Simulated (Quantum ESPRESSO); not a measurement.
# TePb (Fm-3m) in Quantum ESPRESSO: notebook, part 2 of 3

Quantum ESPRESSO 7.5. Earlier steps stand in the parts before.

## Step 3: Band structure, LDA

The input, pw.in:

```
&CONTROL
  calculation = 'scf'
  prefix = 'pwscf'
  outdir = './tmp'
  pseudo_dir = './pseudo'
  tprnfor = .true.
  tstress = .true.
  disk_io = 'low'
/
&SYSTEM
  ibrav = 0
  nat = 2
  ntyp = 2
  ecutwfc = 80
  nbnd = 22
  occupations = 'smearing'
  smearing = 'fd'
  degauss = 0.00367493
/
&ELECTRONS
  conv_thr = 4d-10
  electron_maxstep = 120
  mixing_beta = 0.5
/
ATOMIC_SPECIES
Pb   207.2000 Pb.upf
Te   127.6000 Te.upf
CELL_PARAMETERS angstrom
   0.0000000000    3.2310000000    3.2310000000
   3.2310000000    0.0000000000    3.2310000000
   3.2310000000    3.2310000000    0.0000000000
ATOMIC_POSITIONS angstrom
Pb     0.0000000000    0.0000000000    0.0000000000
Te     3.2310000000    3.2310000000    3.2310000000
K_POINTS automatic
7 7 7 0 0 0
```

The input, bands.in:

```
&CONTROL
  calculation = 'bands'
  prefix = 'pwscf'
  outdir = './tmp'
  pseudo_dir = './pseudo'
  disk_io = 'low'
  verbosity = 'high'
/
&SYSTEM
  ibrav = 0
  nat = 2
  ntyp = 2
  ecutwfc = 80
  nbnd = 22
  occupations = 'smearing'
  smearing = 'fd'
  degauss = 0.00367493
/
&ELECTRONS
  conv_thr = 1d-08
  electron_maxstep = 120
  mixing_beta = 0.5
  diago_full_acc = .true.
/
ATOMIC_SPECIES
Pb   207.2000 Pb.upf
Te   127.6000 Te.upf
CELL_PARAMETERS angstrom
   0.0000000000    3.2310000000    3.2310000000
   3.2310000000    0.0000000000    3.2310000000
   3.2310000000    3.2310000000    0.0000000000
ATOMIC_POSITIONS angstrom
Pb     0.0000000000    0.0000000000    0.0000000000
Te     3.2310000000    3.2310000000    3.2310000000
K_POINTS crystal
60
 0.0000000000  0.0000000000  0.0000000000 1
 0.0625000000  0.0000000000  0.0625000000 1
 0.1250000000  0.0000000000  0.1250000000 1
 0.1875000000  0.0000000000  0.1875000000 1
 0.2500000000  0.0000000000  0.2500000000 1
 0.3125000000  0.0000000000  0.3125000000 1
 0.3750000000  0.0000000000  0.3750000000 1
 0.4375000000  0.0000000000  0.4375000000 1
 0.5000000000  0.0000000000  0.5000000000 1
 0.5000000000  0.0625000000  0.5625000000 1
 0.5000000000  0.1250000000  0.6250000000 1
 0.5000000000  0.1875000000  0.6875000000 1
 0.5000000000  0.2500000000  0.7500000000 1
 0.4375000000  0.3125000000  0.7500000000 1
 0.3750000000  0.3750000000  0.7500000000 1
 0.3375000000  0.3375000000  0.6750000000 1
 0.3000000000  0.3000000000  0.6000000000 1
 0.2625000000  0.2625000000  0.5250000000 1
 0.2250000000  0.2250000000  0.4500000000 1
 0.1875000000  0.1875000000  0.3750000000 1
 0.1500000000  0.1500000000  0.3000000000 1
 0.1125000000  0.1125000000  0.2250000000 1
 0.0750000000  0.0750000000  0.1500000000 1
 0.0375000000  0.0375000000  0.0750000000 1
 0.0000000000  0.0000000000  0.0000000000 1
 0.0625000000  0.0625000000  0.0625000000 1
 0.1250000000  0.1250000000  0.1250000000 1
 0.1875000000  0.1875000000  0.1875000000 1
 0.2500000000  0.2500000000  0.2500000000 1
 0.3125000000  0.3125000000  0.3125000000 1
 0.3750000000  0.3750000000  0.3750000000 1
 0.4375000000  0.4375000000  0.4375000000 1
 0.5000000000  0.5000000000  0.5000000000 1
 0.5250000000  0.4500000000  0.5250000000 1
 0.5500000000  0.4000000000  0.5500000000 1
 0.5750000000  0.3500000000  0.5750000000 1
 0.6000000000  0.3000000000  0.6000000000 1
 0.6250000000  0.2500000000  0.6250000000 1
 0.5833333333  0.2500000000  0.6666666667 1
 0.5416666667  0.2500000000  0.7083333333 1
 0.5000000000  0.2500000000  0.7500000000 1
 0.5000000000  0.2857142857  0.7142857143 1
 0.5000000000  0.3214285714  0.6785714286 1
 0.5000000000  0.3571428571  0.6428571429 1
 0.5000000000  0.3928571429  0.6071428571 1
 0.5000000000  0.4285714286  0.5714285714 1
 0.5000000000  0.4642857143  0.5357142857 1
 0.5000000000  0.5000000000  0.5000000000 1
 0.4821428571  0.4821428571  0.5357142857 1
 0.4642857143  0.4642857143  0.5714285714 1
 0.4464285714  0.4464285714  0.6071428571 1
 0.4285714286  0.4285714286  0.6428571429 1
 0.4107142857  0.4107142857  0.6785714286 1
 0.3928571429  0.3928571429  0.7142857143 1
 0.3750000000  0.3750000000  0.7500000000 1
 0.6250000000  0.2500000000  0.6250000000 1
 0.5937500000  0.1875000000  0.5937500000 1
 0.5625000000  0.1250000000  0.5625000000 1
 0.5312500000  0.0625000000  0.5312500000 1
 0.5000000000  0.0000000000  0.5000000000 1
```

Potentials or basis: PseudoDojo 0.4.1 SR LDA standard.

Command:

```console
$ OMP_NUM_THREADS=1 pw.x -in pw.in > pw.out
$ OMP_NUM_THREADS=1 pw.x -in bands.in > bands.out
```

pw.out:

```text
This program is part of the open-source Quantum ESPRESSO suite
     for quantum simulation of materials; please cite
[... 9 lines left out ...]
     --------------------
     sticks:   dense  smooth     PW     G-vecs:    dense   smooth      PW
     Sum        1651    1651    475                44039    44039    6735

     Using Slab Decomposition

     bravais-lattice index     =            0
     lattice parameter (alat)  =       8.6348  a.u.
     unit-cell volume          =     455.2369 (a.u.)^3
     number of atoms/cell      =            2
     number of atomic types    =            2
     number of electrons       =        30.00
     number of Kohn-Sham states=           22
     kinetic-energy cutoff     =      80.0000  Ry
     charge density cutoff     =     320.0000  Ry
     scf convergence threshold =      4.0E-10
     mixing beta               =       0.5000
     number of iterations used =            8  plain     mixing
     Exchange-correlation= SLA  PW   NOGX NOGC
                           (   1   4   0   0   0   0   0)

     celldm(1)=   8.634771  celldm(2)=   0.000000  celldm(3)=   0.000000
     celldm(4)=   0.000000  celldm(5)=   0.000000  celldm(6)=   0.000000

     crystal axes: (cart. coord. in units of alat)
               a(1) = (   0.000000   0.707107   0.707107 )
               a(2) = (   0.707107   0.000000   0.707107 )
               a(3) = (   0.707107   0.707107   0.000000 )

     reciprocal axes: (cart. coord. in units 2 pi/alat)
               b(1) = ( -0.707107  0.707107  0.707107 )
               b(2) = (  0.707107 -0.707107  0.707107 )
               b(3) = (  0.707107  0.707107 -0.707107 )

     PseudoPot. # 1 for Pb read from file:
     Pb.upf
     Pseudo is Norm-conserving + core correction, Zval = 14.0
     Generated using ONCVPSP code by D. R. Hamann
     Using radial grid of 1638 points,  6 beta functions with:
                l(1) =   0
                l(2) =   0
                l(3) =   1
                l(4) =   1
                l(5) =   2
                l(6) =   2

     PseudoPot. # 2 for Te read from file:
     Te.upf
     Pseudo is Norm-conserving + core correction, Zval = 16.0
     Generated using ONCVPSP code by D. R. Hamann
     Using radial grid of 1278 points,  6 beta functions with:
                l(1) =   0
                l(2) =   0
                l(3) =   1
                l(4) =   1
                l(5) =   2
                l(6) =   2

     atomic species   valence    mass     pseudopotential
     Pb               14.00   207.20000     Pb( 1.00)
     Te               16.00   127.60000     Te( 1.00)

     48 Sym. Ops., with inversion, found

   Cartesian axes

     site n.     atom                  positions (alat units)
         1        Pb     tau(   1) = (   0.0000000   0.0000000   0.0000000  )
         2        Te     tau(   2) = (   0.7071068   0.7071068   0.7071068  )

     number of k points=    20  Fermi-Dirac smearing, width (Ry)=  0.0037
                       cart. coord. in units 2pi/alat
        k(    1) = (   0.0000000   0.0000000   0.0000000), wk =   0.0058309
        k(    2) = (   0.1010153   0.1010153  -0.1010153), wk =   0.0466472
        k(    3) = (   0.2020305   0.2020305  -0.2020305), wk =   0.0466472
        k(    4) = (   0.3030458   0.3030458  -0.3030458), wk =   0.0466472
        k(    5) = (   0.2020305  -0.0000000   0.0000000), wk =   0.0349854
        k(    6) = (   0.3030458   0.1010153  -0.1010153), wk =   0.1399417
[... 12 lines left out ...]
        k(   19) = (  -0.1010153  -0.5050763   0.7071068), wk =   0.1399417
        k(   20) = (   0.0000000  -0.4040610   0.6060915), wk =   0.1399417

     Dense  grid:    44039 G-vectors     FFT dimensions: (  50,  50,  50)

     Initial potential from superposition of free atoms

     starting charge      29.9982, renormalised to      30.0000
     Starting wfcs are   18 randomized atomic wfcs +    4 random wfcs

     Self-consistent Calculation

     iteration #  1     ecut=    80.00 Ry     beta= 0.50
     Davidson diagonalization with overlap
     ethr =  1.00E-02,  avg # of iterations =  5.1

     Threshold (ethr) on eigenvalues was too large:
     Diagonalizing with lowered threshold

     Davidson diagonalization with overlap
     ethr =  1.03E-04,  avg # of iterations =  4.2

     total energy              =    -349.83217032 Ry
     estimated scf accuracy    <       0.03003367 Ry
[... 43 lines left out ...]
     iteration #  8     ecut=    80.00 Ry     beta= 0.50
     Davidson diagonalization with overlap
     ethr =  4.84E-12,  avg # of iterations =  2.1

     End of self-consistent calculation

          k = 0.0000 0.0000 0.0000 (  5577 PWs)   bands (ev):

   -27.3916 -27.3916 -27.3857 -27.3857 -27.3857  -7.9148  -7.9148  -7.9025
    -7.9025  -7.9025  -3.3870   2.9382   7.3677   7.3677   7.3677  12.7100
    12.7100  12.7100  14.5470  14.5470  14.5471  16.1849

          k = 0.1010 0.1010-0.1010 (  5504 PWs)   bands (ev):
[... 85 lines left out ...]
   -27.3918 -27.3912 -27.3858 -27.3849 -27.3848  -7.9745  -7.9094  -7.9074
    -7.8786  -7.8773  -1.6702   1.0098   4.3215   6.0715   6.1584  12.3705
    13.4008  13.5853  15.0255  18.6317  18.9767  19.9318

          k = 0.4041 0.2020 0.0000 (  5500 PWs)   bands (ev):

   -27.3916 -27.3914 -27.3856 -27.3852 -27.3851  -7.9435  -7.9166  -7.9034
    -7.8876  -7.8871  -2.3349   1.0589   5.9892   6.7998   7.5906  10.9821
    11.5915  12.9557  14.0817  17.1369  17.6926  18.6143

          k =-0.2020-0.4041 0.6061 (  5485 PWs)   bands (ev):
[... 13 lines left out ...]
   -27.3917 -27.3913 -27.3854 -27.3852 -27.3848  -7.9596  -7.9175  -7.8982
    -7.8909  -7.8776  -1.5971   0.5590   4.7977   5.4255   8.0213  10.5673
    13.3672  14.1650  14.8141  16.0168  19.2083  19.6822

     the Fermi energy is     9.0455 ev

!    total energy              =    -349.83947761 Ry
     estimated scf accuracy    <          1.1E-10 Ry
     smearing contrib. (-TS)   =      -0.00000033 Ry
     internal energy E=F+TS    =    -349.83947728 Ry

     The total energy is F=E-TS. E is the sum of the following terms:
     one-electron contribution =    -133.91191358 Ry
     hartree contribution      =      81.75152608 Ry
     xc contribution           =     -87.99339874 Ry
     ewald contribution        =    -209.68569103 Ry

     convergence has been achieved in   8 iterations

     Forces acting on atoms (cartesian axes, Ry/au):

     atom    1 type  1   force =     0.00000000    0.00000000   -0.00000000
     atom    2 type  2   force =    -0.00000000   -0.00000000    0.00000000

     Total force =     0.000000     Total SCF correction =     0.000000

     Computing stress (Cartesian axis) and pressure

          total   stress  (Ry/bohr**3)                   (kbar)     P=      -17.40
  -0.00011830   0.00000000   0.00000000          -17.40        0.00        0.00
   0.00000000  -0.00011830   0.00000000            0.00      -17.40        0.00
   0.00000000   0.00000000  -0.00011830            0.00        0.00      -17.40

=------------------------------------------------------------------------------=
   JOB DONE.
=------------------------------------------------------------------------------=
```

bands.out:

```text
This program is part of the open-source Quantum ESPRESSO suite
     for quantum simulation of materials; please cite
         "P. Giannozzi et al., J. Phys.:Condens. Matter 21 395502 (2009);
         "P. Giannozzi et al., J. Phys.:Condens. Matter 29 465901 (2017);
         "P. Giannozzi et al., J. Chem. Phys. 152 154105 (2020);
[... 1177 lines left out ...]
   -27.3918 -27.3911 -27.3858 -27.3847 -27.3847  -7.9806  -7.9128  -7.9036
    -7.8762  -7.8762  -1.7172   1.2838   4.1942   5.9040   5.9040  11.9899
    14.0915  14.0915  15.2871  19.0590  19.6312  19.8524

=------------------------------------------------------------------------------=
   JOB DONE.
=------------------------------------------------------------------------------=
```

Wall time 2 min (1 thread of Arm Neoverse V1, shared host); peak memory 0.16 GiB.

Results:

- Free energy: -4759.8086 eV
- Pressure: -1.7 GPa
- Band gap along the path: 0.66 eV, direct

Levels at the corners of the path, in eV from the Fermi level:
| point | band 11 | band 12 | band 13 | band 14 | band 15 | band 16 | band 17 | band 18 | band 19 | band 20 |
| --- | --- | --- | --- | --- | --- | --- | --- | --- | --- | --- |
| Γ | -12.43 | -6.11 | -1.68 | -1.68 | -1.68 | 3.66 | 3.66 | 3.66 | 5.50 | 5.50 |
| X | -10.76 | -7.76 | -4.85 | -3.14 | -3.14 | 2.94 | 5.05 | 5.05 | 6.24 | 10.01 |
| W | -10.61 | -8.43 | -4.13 | -4.13 | -0.70 | 1.24 | 4.85 | 4.85 | 6.46 | 6.46 |
| K | -10.67 | -8.41 | -4.47 | -2.64 | -2.45 | 3.17 | 3.38 | 4.77 | 5.52 | 8.55 |
| Γ | -12.43 | -6.11 | -1.68 | -1.68 | -1.68 | 3.66 | 3.66 | 3.66 | 5.50 | 5.50 |
| L | -11.01 | -9.02 | -1.21 | -1.21 | -0.37 | 0.28 | 0.87 | 0.87 | 7.99 | 8.94 |
| U | -10.67 | -8.41 | -4.47 | -2.64 | -2.45 | 3.17 | 3.38 | 4.77 | 5.52 | 8.55 |
| W | -10.61 | -8.43 | -4.13 | -4.13 | -0.70 | 1.24 | 4.85 | 4.85 | 6.46 | 6.46 |
| L | -11.01 | -9.02 | -1.21 | -1.21 | -0.37 | 0.28 | 0.87 | 0.87 | 7.99 | 8.94 |
| K | -10.67 | -8.41 | -4.47 | -2.64 | -2.45 | 3.17 | 3.38 | 4.77 | 5.52 | 8.55 |
| U | -10.67 | -8.41 | -4.47 | -2.64 | -2.45 | 3.17 | 3.38 | 4.77 | 5.52 | 8.55 |
| X | -10.76 | -7.76 | -4.85 | -3.14 | -3.14 | 2.94 | 5.05 | 5.05 | 6.24 | 10.01 |

Caveat: this odd mesh misses L, where the gap lies, so gap, dielectric constants and Born charges aren't listed; spin-orbit coupling is left out, which moves the levels of the heavy elements.

(Part 2 of 3 ends here.)
